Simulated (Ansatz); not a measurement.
## Relaxing lanthanum (bcc)

Theory: Ansatz 0.2.0, DFT, PBE, plane waves (420 eV) with PAW, scalar-relativistic.

k-point mesh 11×11×11, Fermi-Dirac smearing 0.1 eV, no spin polarisation. Cell and atoms relax.

Starting structure:

```
La
1.0
    -2.10700    2.10700    2.10700
     2.10700   -2.10700    2.10700
     2.10700    2.10700   -2.10700
La
1
Direct
  0.00000 0.00000 0.00000
```

Problem. The pressure at the start is 0.4 GPa. By how much does the volume change?

Solution. From 37.42 to 37.98 Å³ per atom, 1.5 %. The final cell has a = 4.235 Å.

Problem. How much energy does the relaxation gain?

Solution. 0.7 meV per atom.
